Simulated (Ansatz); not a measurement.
# HfN: strain energy, fitted

HfN, P6_3/mmc, a = 3.128 Å, c = 5.391 Å. This isn't the usual stable structure of the compound. Ansatz: PBEsol, PAW, 420 eV, Γ-centred 18×18×10 mesh on 4 atoms, Gaussian smearing 0.10 eV; no spin polarisation. Series: biaxial strain in the a-b plane, c and atoms relaxed; x is the strain in per cent. y is the free energy over the unstrained cell, V0 = 11.418 Å³/atom.

| x (%) | y (meV/atom) |
| --- | --- |
| -6.0 | ? |
| -4.0 | 76.17 |
| -2.0 | 18.28 |
| 0.0 | 0.00 |
| 2.0 | 17.87 |
| 4.0 | 68.89 |
| 6.0 | 149.91 |

Q: Fit y = c2 x² + c3 x³ to the other rows, turn c2 into a modulus, and predict the missing energy.

A: Least squares on the rows shown. y = 4.5244 x² − 0.059487 x³. In eV per unit strain² c2 is 45.24; M is the biaxial modulus (E = M V0 ε²): 45.24 × 160.2 / (11.418) = 635 GPa. The unstrained cell keeps some stress along the strain, worth a slope of 0.18 meV/atom per %, which the form leaves out. At x = -6.0 the fit asked for gives 175.73 meV/atom. The run gave 175.80 meV/atom, so the fit is 0.07 meV/atom too low, within the rms miss on the fitted rows (0.23 meV/atom).

Spin–orbit coupling is left out, which can shift energies with elements as heavy as these.